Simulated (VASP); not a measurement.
**Al: single point with PBE**

The system is Al, a slab with vacuum.

```
CELL_PARAMETERS angstrom
5.72757 0.00000 0.00000
4.29567 7.44032 0.00000
0.00000 0.00000 15.67654
ATOMIC_POSITIONS crystal
Al 0.16667 0.11111 0.06379
Al 0.66667 0.11111 0.06379
Al 0.16667 0.44444 0.06379
Al 0.66667 0.44444 0.06379
Al 0.16667 0.77778 0.06379
Al 0.66668 0.77778 0.06379
Al 0.91720 0.19777 0.24175
Al 0.41231 0.23301 0.22584
Al 0.94310 0.53113 0.22560
Al 0.40563 0.57844 0.22002
Al 0.94422 0.87897 0.23452
Al 0.44502 0.90292 0.22880
Al 0.12626 0.96886 0.39816
Al 0.62771 0.95416 0.41158
Al 0.15307 0.27432 0.41324
Al 0.61168 0.30069 0.39379
Al 0.13924 0.65410 0.39091
Al 0.66071 0.63421 0.36507
Al 0.91121 0.58172 0.51943
```

The cell was built by a generator and needn't be a form met in nature.

* Program: VASP 6.6.1
* Task: single point
* Functional: PBE
* Potentials or basis: VASP PAW PBE potentials, release 64 (Al)
* Cutoff: 520 eV
* k mesh: 2 × 2 × 1
* Occupations: fermi-dirac, width 0.1 eV
* Spin: no spin polarisation
* Dipole correction: no
* Further INCAR settings: LREAL = Auto; ALGO = Fast; EDIFF = 1e-07; NBANDS = 44

```yaml
Largest_force: 0.817 eV/Å
Band_gap_on_the_k_mesh: none (metal or under the smearing width)
```

Forces on the atoms (eV/Å):
```
Al   0.104  0.038  0.257
Al  -0.016  0.051  0.085
Al   0.002 -0.083 -0.080
Al   0.132 -0.060  0.130
Al   0.059 -0.009  0.142
Al   0.131 -0.155  0.060
Al   0.496  0.545 -0.137
Al   0.027 -0.164  0.196
Al  -0.192  0.251 -0.305
Al   0.267 -0.530  0.093
Al  -0.551  0.044  0.074
Al  -0.105 -0.099  0.063
Al  -0.082  0.137 -0.137
Al   0.269  0.072 -0.022
Al  -0.275  0.618 -0.163
Al   0.193  0.075 -0.023
Al   0.396 -0.479 -0.385
Al  -0.715 -0.187  0.349
Al  -0.140 -0.066 -0.196
```

Levels at points of the mesh, in eV from the Fermi level:
```
           k point  band 24  band 25  band 26  band 27  band 28  band 29  band 30  band 31  band 32  band 33
(0.00, 0.00, 0.00)    -1.21    -1.08    -0.97    -0.79    -0.45    -0.21     0.12     0.17     0.47     0.64
(0.50, 0.00, 0.00)    -0.96    -0.90    -0.76    -0.47    -0.06     0.01     0.45     0.57     0.86     0.93
(0.00, 0.50, 0.00)    -1.51    -1.42    -1.27    -1.10    -0.83    -0.69    -0.33    -0.26    -0.08     0.49
(0.50, 0.50, 0.00)    -0.36     0.03     0.04     0.16     0.30     0.62     0.67     0.80     0.86     1.09
```

Wall time 6.7 min on 1 thread of AMD EPYC 7R43 64-Core Processor (Zen 3), on a shared host, peak memory 0.61 GiB.

Caveat: the k mesh is coarse (spacing up to 0.63 Å⁻¹), so the values aren't converged.
